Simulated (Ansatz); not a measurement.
AlSb (F-43m), r2SCAN with spin-orbit coupling, rigid bands run with Ansatz (a quantum-chemistry and plane-wave program): N_c = 4.17e19 cm⁻³ at 300 K and an electron conductivity mass of 0.354 mₑ.

Q: For 1e17 electrons per cm³ at 300 K, place the Fermi level, estimate the Seebeck coefficient of a parabolic band with constant τ, and give mobility and conductivity for τ = 5 fs.

A: The level lies k_BT ln(N_c/n) = 0.156 eV below the conduction-band minimum. S ≈ −(k_B/e)[ln(N_c/n) + 5/2] = -735 μV/K, against -722 μV/K from the full bands (mean over directions). μ = eτ/m = 24.8 cm²/(V·s) and σ = neμ = 0.398 S/cm. τ is assumed, not computed.

Band transport and this doping are assumed; polarons and phonon drag are left out.
